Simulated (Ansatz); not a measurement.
MgSe (rocksalt), relaxed with r2SCAN: 7 runs in Ansatz, each a construction of maximally localised Wannier functions. Space group Fm-3m (No. 225), cubic; conventional cell a = 5.473 Å, 20.49 Å³ an atom. Around Mg lie 6 Se at 2.74 Å; around Se lie 6 Mg at 2.74 Å. (Simulation; spin polarisation is off.)

```
CELL_PARAMETERS angstrom
0.00000 2.73627 2.73627
2.73627 0.00000 2.73627
2.73627 2.73627 0.00000
ATOMIC_POSITIONS crystal
Mg 0.00000 0.00000 0.00000
Se 0.50000 0.50000 0.50000
```

Windows count from the top of the filled bands; a dash means that no such window was set (without an outer window there is no disentanglement). Rows marked drawn have settings drawn at random (some not listed).

```tsv
functional	SCF mesh	trial orbitals	functions	mesh	window (eV)	frozen (eV)	settings	Ω total (Å²)	Ω invariant (Å²)	largest spread (Å²)	least projectability	interpolation miss of the model's filled bands (eV, to the nearest computed level)
PBE	6×6×6	Se s, Se p	4	6×6×6	–	–	chosen	6.99	5.76	1.75	0.91	0.088
PBE	6×6×6	Se s, Se p	4	4×4×4	–	–	chosen	6.31	5.12	1.58	0.90	0.241
PBE	6×6×6	Se s, Se p	4	8×8×8	–	–	chosen	7.26	6.04	1.82	0.90	0.031
PBE	6×6×6	Se p	3	6×6×6	–	–	chosen	6.99	6.90	2.33	0.84	0.087
r2SCAN	6×6×6	Se s, Se p	4	6×6×6	–	–	chosen	6.68	5.47	1.67	0.93	0.059
HSE06	6×6×6	Se s, Se p	4	6×6×6	–	–	chosen	6.76	5.54	1.69	0.92	–
```

Question: Estimate from these rows what the further settings give.

| functional | SCF mesh | trial orbitals | functions | mesh | window (eV) | frozen (eV) | settings |
| --- | --- | --- | --- | --- | --- | --- | --- |
| PBE | 6×6×6 | Se s, Se p (loose tolerance) | 4 | 6×6×6 | – | – | drawn |

Answer:
```json
{"functional": "PBE", "SCF mesh": "6×6×6", "trial orbitals": "Se s, Se p (loose tolerance)", "functions": "4", "mesh": "6×6×6", "window (eV)": "–", "frozen (eV)": "–", "settings": "drawn", "Ω total (Å²)": "6.99", "Ω invariant (Å²)": "5.76", "largest spread (Å²)": "1.75", "least projectability": "0.91", "interpolation miss of the model's filled bands (eV, to the nearest computed level)": "0.088"}
```

For Se s, Se p with PBE the spread goes 6.31 Å² (4×4×4), 6.99 Å² (6×6×6), 7.26 Å² (8×8×8): finite differences on a coarse mesh understate it.

The runs are scalar-relativistic, without spin-orbit coupling.
